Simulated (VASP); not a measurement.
# Nb (Im-3m) in VASP: settings compared, part 2 of 3

VASP 6.6.1. The steps go on from the part before.

## (4) Optical spectrum, PBE

File INCAR:

```
SYSTEM = Nb
PREC = Accurate ; ENCUT = 520
EDIFF = 1E-7 ; ISMEAR = 1
SIGMA = 0.1 ; LREAL = .False.
LASPH = .True. ; NELM = 100
ALGO = Normal ; ISIF = 2
LWAVE = .False. ; LCHARG = .False.
GGA = PE ; LOPTICS = .True.
NEDOS = 2000 ; CSHIFT = 0.1
```

File KPOINTS:

```
Automatic mesh
0
Gamma
  32 32 32
  0 0 0
```

File POSCAR:

```
Nb                                      
1.0
   -1.6550000000      1.6550000000      1.6550000000
    1.6550000000     -1.6550000000      1.6550000000
    1.6550000000      1.6550000000     -1.6550000000
  Nb            
     1
Direct
     0.0000000000000000    0.0000000000000000    0.0000000000000000
```

Potentials or basis: VASP PAW PBE potentials, release 64 (Nb_sv).

The run is started by

```console
> cat potpaw_PBE.64/Nb_sv/POTCAR > POTCAR
> mpirun -np 1 vasp_std > vasp.out
```

OUTCAR:

```text
SYSTEM = Nb
   PREC = Accurate
   ENCUT = 520
   EDIFF = 1E-7
   ISMEAR = 1
   LREAL = .False.
   LASPH = .True.
   NELM = 100
   ISIF = 2
   GGA = PE

 ion  position               nearest neighbor table
   1  0.000  0.000  0.000-

  LATTYP: Found a body centered cubic cell.
[... 649 lines left out ...]
     1.55854    22.63974    22.63974    22.63974     0.00000     0.00000    -0.00000
     2.33780    14.30593    14.30593    14.30593    -0.00000     0.00000    -0.00000
     3.11707     5.16020     5.16020     5.16020     0.00000     0.00000    -0.00000
     3.89634     6.44145     6.44145     6.44145     0.00000     0.00000    -0.00000
[... 92 lines left out ...]
    76.36828     0.90620     0.90620     0.90620    -0.00000    -0.00000    -0.00000
    77.14755     0.90835     0.90835     0.90835    -0.00000    -0.00000    -0.00000

  frequency dependent IMAGINARY DIELECTRIC FUNCTION (independent particle, no local field effects) current-current
     E(ev)      X         Y         Z        XY        YZ        ZX
  --------------------------------------------------------------------------------------------------------------
     0.00000   178.72051   178.72051   178.72051    -0.00000    -0.00000     0.00000
     0.77927    11.18659    11.18659    11.18659    -0.00000     0.00000    -0.00000
     1.55854    18.55242    18.55242    18.55242    -0.00000     0.00000    -0.00000
     2.33780    23.49947    23.49947    23.49947    -0.00000    -0.00000    -0.00000
     3.11707    17.31018    17.31018    17.31018    -0.00000    -0.00000     0.00000
     3.89634    17.27797    17.27797    17.27797     0.00000     0.00000     0.00000
[... 92 lines left out ...]
    76.36828     0.00004     0.00004     0.00004    -0.00000    -0.00000    -0.00000
    77.14755     0.00003     0.00003     0.00003    -0.00000    -0.00000    -0.00000

  frequency dependent      REAL DIELECTRIC FUNCTION (independent particle, no local field effects) current-current
     E(ev)        X           Y           Z          XY          YZ          ZX
  --------------------------------------------------------------------------------------------------------------
     0.00000    14.09191    14.09191    14.09191    -0.00000    -0.00000    -0.00000
     0.77927    23.63977    23.63977    23.63977    -0.00000     0.00000    -0.00000
     1.55854    20.76374    20.76374    20.76374     0.00000     0.00000    -0.00000
     2.33780    12.47310    12.47310    12.47310     0.00000    -0.00000     0.00000
     3.11707     4.11484     4.11484     4.11484     0.00000     0.00000     0.00000
     3.89634     5.60375     5.60375     5.60375     0.00000    -0.00000     0.00000
[... 92 lines left out ...]
    76.36828     0.90629     0.90629     0.90629     0.00000     0.00000    -0.00000
    77.14755     0.90844     0.90844     0.90844     0.00000    -0.00000    -0.00000
```

stdout:

```text
POSCAR found type information on POSCAR Nb
 POSCAR found :  1 types and       1 ions
 scaLAPACK will be used
 LDA part: xc-table for (Slater+PW92), standard interpolation
 POSCAR, INCAR and KPOINTS ok, starting setup
 FFT: planning ... GRIDC
 FFT: planning ... GRID_SOFT
 FFT: planning ... GRID
 WAVECAR not read
 entering main loop
 optical routines
 imaginary and real dielectric function
 recalculating local potential from charge density
 direction            1
 direction            2
 direction            3
```

It took 2.1 min on 1 thread of Intel Xeon Platinum 8259CL at 2.50GHz (Skylake/Cascade Lake), shared host; peak memory 0.48 GiB.

Results:

| Item | Value |
| --- | --- |
| Free energy | -10.2160 eV |
| Pressure | -0.3 GPa |
| Band gap on the k mesh | none (metal or under the smearing width) |

Dielectric function (mean over the directions given):
| energy (eV) | real part | imaginary part |
| --- | --- | --- |
| 0.31 | 20.28 | 7.76 |
| 1.32 | 25.18 | 13.83 |
| 2.34 | 14.31 | 22.40 |
| 3.35 | 4.80 | 15.76 |
| 4.44 | -4.26 | 25.83 |
| 5.45 | -8.08 | 8.12 |
| 6.47 | -5.67 | 4.01 |
| 7.48 | -4.01 | 4.11 |
| 8.57 | -3.03 | 1.34 |
| 9.59 | -1.80 | 0.90 |
| 10.60 | -1.62 | 1.03 |
| 11.61 | -1.33 | 0.41 |
| 12.70 | -0.71 | 0.10 |
| 13.72 | -0.29 | 0.03 |
| 14.73 | -0.01 | 0.02 |
| 15.74 | 0.19 | 0.02 |
| 16.83 | 0.36 | 0.01 |
| 17.85 | 0.49 | 0.01 |
| 18.86 | 0.60 | 0.01 |
| 19.95 | 0.71 | 0.01 |

Caveat: independent-particle spectra lack excitons; the intraband (Drude) part of a metal's response may be missing.

## (5) Optical spectrum, LDA

Changes to INCAR since step 4:

```diff
@@ -7,3 +7,3 @@
 LWAVE = .False. ; LCHARG = .False.
-GGA = PE ; LOPTICS = .True.
-NEDOS = 2000 ; CSHIFT = 0.1
+LOPTICS = .True. ; NEDOS = 2000
+CSHIFT = 0.1
```

File KPOINTS:

```
Automatic mesh
0
Gamma
  22 22 22
  0 0 0
```

POSCAR is that of step 4.

Potentials or basis: VASP PAW LDA potentials, release 64 (Nb_sv).

The run is started by

```console
> cat potpaw_LDA.64/Nb_sv/POTCAR > POTCAR
> mpirun -np 1 vasp_std > vasp.out
```

OUTCAR:

```text
SYSTEM = Nb
   PREC = Accurate
   ENCUT = 520
   EDIFF = 1E-7
   ISMEAR = 1
   LREAL = .False.
   LASPH = .True.
   NELM = 100
   ISIF = 2

 ion  position               nearest neighbor table
   1  0.000  0.000  0.000-

  LATTYP: Found a body centered cubic cell.
 ALAT       =     3.3100000000

  Lattice vectors:

 A1 = (  -1.6550000000,   1.6550000000,   1.6550000000)
 A2 = (   1.6550000000,  -1.6550000000,   1.6550000000)
 A3 = (   1.6550000000,   1.6550000000,  -1.6550000000)

Analysis of symmetry for initial positions (statically):
[... 536 lines left out ...]
     1.55171    17.45949    17.45949    17.45949     0.00000     0.00000    -0.00000
     2.32757    23.30171    23.30171    23.30171    -0.00000     0.00000    -0.00000
     3.10343    18.04426    18.04426    18.04426    -0.00000    -0.00000     0.00000
     3.87929    17.29551    17.29551    17.29551    -0.00000     0.00000    -0.00000
[... 92 lines left out ...]
    76.03403     0.00028     0.00028     0.00028    -0.00000     0.00000    -0.00000
    76.80989     0.00027     0.00027     0.00027    -0.00000     0.00000    -0.00000

  frequency dependent      REAL DIELECTRIC FUNCTION (independent particle, no local field effects) density-density
     E(ev)        X           Y           Z          XY          YZ          ZX
  --------------------------------------------------------------------------------------------------------------
     0.00000    70.89143    70.89143    70.89143     0.00000     0.00000    -0.00000
     0.77586    24.97311    24.97311    24.97311    -0.00000    -0.00000     0.00000
     1.55171    22.84445    22.84445    22.84445    -0.00000     0.00000    -0.00000
     2.32757    11.11368    11.11368    11.11368     0.00000     0.00000    -0.00000
     3.10343     3.37849     3.37849     3.37849     0.00000     0.00000     0.00000
     3.87929     6.79699     6.79699     6.79699     0.00000     0.00000    -0.00000
[... 92 lines left out ...]
    76.03403     0.90540     0.90540     0.90540    -0.00000    -0.00000     0.00000
    76.80989     0.90756     0.90756     0.90756    -0.00000    -0.00000     0.00000

  frequency dependent IMAGINARY DIELECTRIC FUNCTION (independent particle, no local field effects) current-current
     E(ev)      X         Y         Z        XY        YZ        ZX
  --------------------------------------------------------------------------------------------------------------
     0.00000   264.99024   264.99024   264.99024    -0.00000    -0.00000     0.00000
     0.77586    11.54363    11.54363    11.54363     0.00000     0.00000    -0.00000
     1.55171    20.16715    20.16715    20.16715    -0.00000     0.00000     0.00000
     2.32757    24.13739    24.13739    24.13739    -0.00000    -0.00000    -0.00000
     3.10343    18.17494    18.17494    18.17494    -0.00000    -0.00000     0.00000
     3.87929    17.58017    17.58017    17.58017     0.00000     0.00000     0.00000
[... 92 lines left out ...]
    76.03403     0.00004     0.00004     0.00004     0.00000     0.00000    -0.00000
    76.80989     0.00003     0.00003     0.00003     0.00000     0.00000    -0.00000

  frequency dependent      REAL DIELECTRIC FUNCTION (independent particle, no local field effects) current-current
     E(ev)        X           Y           Z          XY          YZ          ZX
  --------------------------------------------------------------------------------------------------------------
     0.00000    -6.93785    -6.93785    -6.93785     0.00000     0.00000    -0.00000
     0.77586    24.47137    24.47137    24.47137     0.00000     0.00000    -0.00000
     1.55171    20.76761    20.76761    20.76761    -0.00000    -0.00000     0.00000
     2.32757     9.21627     9.21627     9.21627     0.00000     0.00000    -0.00000
     3.10343     2.27975     2.27975     2.27975     0.00000     0.00000    -0.00000
     3.87929     5.96680     5.96680     5.96680     0.00000     0.00000    -0.00000
[... 92 lines left out ...]
    76.03403     0.90552     0.90552     0.90552    -0.00000    -0.00000     0.00000
    76.80989     0.90769     0.90769     0.90769    -0.00000    -0.00000     0.00000
```

OSZICAR:

```text
N       E                     dE             d eps       ncg     rms          rms(c)
DAV:   1     0.123453209886E+03    0.12345E+03   -0.74168E+03  6600   0.130E+03
DAV:   2    -0.527100236087E+01   -0.12872E+03   -0.12541E+03  7186   0.475E+02
DAV:   3    -0.114170924042E+02   -0.61461E+01   -0.58362E+01 10316   0.892E+01
DAV:   4    -0.116882314620E+02   -0.27114E+00   -0.26921E+00  9618   0.163E+01
DAV:   5    -0.116990918978E+02   -0.10860E-01   -0.10848E-01 10258   0.279E+00    0.700E+00
DAV:   6    -0.112742297287E+02    0.42486E+00   -0.82188E-01 10256   0.123E+01    0.243E+00
DAV:   7    -0.112213333173E+02    0.52896E-01   -0.22404E-01 10386   0.619E+00    0.877E-01
DAV:   8    -0.112237303385E+02   -0.23970E-02   -0.11272E-02  7602   0.156E+00    0.424E-02
DAV:   9    -0.112237766401E+02   -0.46302E-04   -0.93394E-04 12032   0.364E-01    0.286E-02
DAV:  10    -0.112237850305E+02   -0.83904E-05   -0.13661E-05  8544   0.549E-02    0.145E-02
DAV:  11    -0.112237829613E+02    0.20691E-05   -0.70259E-06  8324   0.527E-02    0.355E-03
DAV:  12    -0.112237829279E+02    0.33440E-07   -0.39575E-07  8282   0.861E-03
   1 F= -.11223783E+02 E0= -.11223902E+02  d E =0.357129E-03
 imaginary and real dielectric function
```

Run time: 43 s. Hardware: 1 thread of Intel Xeon Platinum 8259CL at 2.50GHz (Skylake/Cascade Lake), shared host; peak memory 0.25 GiB.

Results:

```yaml
Free_energy: -11.2238 eV
Pressure: -10.0 GPa
Band_gap_on_the_k_mesh: none (metal or under the smearing width)
```

Dielectric function (mean over the directions given):
```tsv
energy (eV)	real part	imaginary part
0.31	16.28	9.34
1.32	24.57	12.34
2.33	11.11	23.30
3.34	4.66	14.74
4.42	-4.93	25.14
5.43	-8.54	8.55
6.44	-5.46	4.28
7.53	-4.28	4.12
8.53	-3.06	1.40
9.54	-1.68	0.79
10.63	-1.64	1.14
11.64	-1.33	0.44
12.65	-0.74	0.10
13.73	-0.29	0.03
14.74	-0.01	0.02
15.75	0.19	0.02
16.84	0.36	0.01
17.84	0.49	0.01
18.85	0.60	0.01
19.94	0.71	0.01
```

Caveat: independent-particle spectra lack excitons; the intraband (Drude) part of a metal's response may be missing.

(Part 2 of 3 ends here.)
